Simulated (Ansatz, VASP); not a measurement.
Mg9O8 (a cell with a defect) in VASP and in Ansatz

```
Mg O
1.0
     0.00000    4.01500    4.01500
     4.01500    0.00000    4.01500
     4.01500    4.01500    0.00000
Mg O
9 8
Direct
  0.02211 0.02108 0.02046
  0.02237 0.02149 0.43393
  0.02206 0.43550 0.02055
  0.00187 0.49924 0.49889
  0.43647 0.02110 0.02047
  0.50022 0.00089 0.49887
  0.50001 0.49899 0.00120
  0.50021 0.49925 0.49889
  0.87603 0.87501 0.87303
  0.26017 0.25917 0.25893
  0.26021 0.25934 0.72042
  0.26013 0.72092 0.25900
  0.26315 0.74516 0.74580
  0.72196 0.25916 0.25890
  0.74617 0.26213 0.74579
  0.74688 0.74591 0.26059
  0.74611 0.74512 0.74574
```

Alike in both runs: functional PBE; k mesh 3 × 3 × 3; occupations gaussian, width 0.02 eV; no spin polarisation.

Ansatz relaxed the structure, and its values are those at the end. VASP's run is a single point on that final structure, the one shown.

|  | VASP | Ansatz |
| --- | --- | --- |
| version | VASP 6.6.1 | Ansatz 0.2.0 |
| potentials or method | VASP PAW PBE potentials, release 64 (Mg, O) | scalar-relativistic, plane waves, PAW |
| plane-wave cutoff (eV) | 520 | 420 |
| valence electrons in the cell | 66 | 138 |

|  | VASP | Ansatz | Ansatz less VASP |
| --- | --- | --- | --- |
| rms of the force components (eV/Å) | 0.021 | 0.006 | -0.0146 |

The functional is the same, so the differences come from potentials, cutoffs and numerics. The two sets of potentials don't hold the same shells in valence.

Caveats: the k mesh is coarse (spacing up to 0.45 Å⁻¹), so the values aren't converged.
